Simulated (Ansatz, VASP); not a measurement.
Ca: VASP beside Ansatz

```
Ca
1.0
     3.42162    0.00000    0.00000
     0.00000    3.42162    0.00000
     0.00000    0.00000    3.42162
Ca
1
Direct
  0.00000 0.00000 0.00000
```

Alike in both runs: task single point; functional PBEsol; k mesh 10 × 10 × 10; occupations fermi-dirac, width 0.1 eV; no spin polarisation.

|  | VASP | Ansatz |
| --- | --- | --- |
| version | VASP 6.6.1 | Ansatz 0.2.0 |
| potentials or method | VASP PAW PBE potentials, release 64 (Ca_sv) | plane waves (420 eV) with PAW, scalar-relativistic |
| plane-wave cutoff (eV) | 520 | 420 |
| valence electrons in the cell | 10 | 10 |

```csv
,VASP,Ansatz,Ansatz less VASP
pressure (GPa),0.4,0.4,0.00
```

Ansatz warned: «pseudo_functional_mismatch».

Caveats: the PAW data sets were made with another functional, which shifts forces and pressure a little (VASP).
